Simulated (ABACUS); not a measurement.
A run of ABACUS 3.10.1:

The input INPUT:

```
INPUT_PARAMETERS
suffix              Ag
calculation         nscf
basis_type          pw
pseudo_dir          ./
symmetry            -1
dft_functional      GGA_X_AM05+GGA_C_AM05
ecutwfc             71.0
pseudo_rcut         10
nspin               1
nbands              20
ks_solver           dav
smearing_method     fd
smearing_sigma      0.00367493
scf_thr             1e-08
scf_nmax            100
mixing_type         broyden
mixing_beta         0.7
init_chg            file
pw_diag_thr         1e-07
out_band            1
kpar                4
```

The input STRU:

```
ATOMIC_SPECIES
Ag 107.8682 Ag.upf

LATTICE_CONSTANT
1.8897261246

LATTICE_VECTORS
0.0000000000 2.0427500000 2.0427500000
2.0427500000 0.0000000000 2.0427500000
2.0427500000 2.0427500000 0.0000000000

ATOMIC_POSITIONS
Cartesian

Ag
0.0
1
0.0000000000 0.0000000000 0.0000000000 1 1 1
```

The input KPT:

```
K_POINTS
12
Line
0.00000000 0.00000000 0.00000000 10 // G
0.50000000 0.00000000 0.50000000 10 // X
0.50000000 0.25000000 0.75000000 10 // W
0.37500000 0.37500000 0.75000000 10 // K
0.00000000 0.00000000 0.00000000 10 // G
0.50000000 0.50000000 0.50000000 10 // L
0.62500000 0.25000000 0.62500000 10 // U
0.50000000 0.25000000 0.75000000 10 // W
0.50000000 0.50000000 0.50000000 10 // L
0.37500000 0.37500000 0.75000000 1 // K
0.62500000 0.25000000 0.62500000 10 // U
0.50000000 0.00000000 0.50000000 1 // X
```

Potentials or basis: Ansatz NC PBE, plane waves.

The run is started by

```console
$ OMP_NUM_THREADS=1 mpirun -np 4 abacus > log
```

Hardware: 4 MPI ranks on Intel(R) Xeon(R) Platinum 8259CL CPU @ 2.50GHz (Skylake/Cascade Lake), on a shared host.

Task: Estimate the wall time of this run.

Result: Wall time 6.4 s on 4 MPI ranks on Intel(R) Xeon(R) Platinum 8259CL CPU @ 2.50GHz (Skylake/Cascade Lake) (shared host), peak memory 0.36 GiB a rank. Counts: scf iterations 1, k points 102, bands 20, ranks 4.
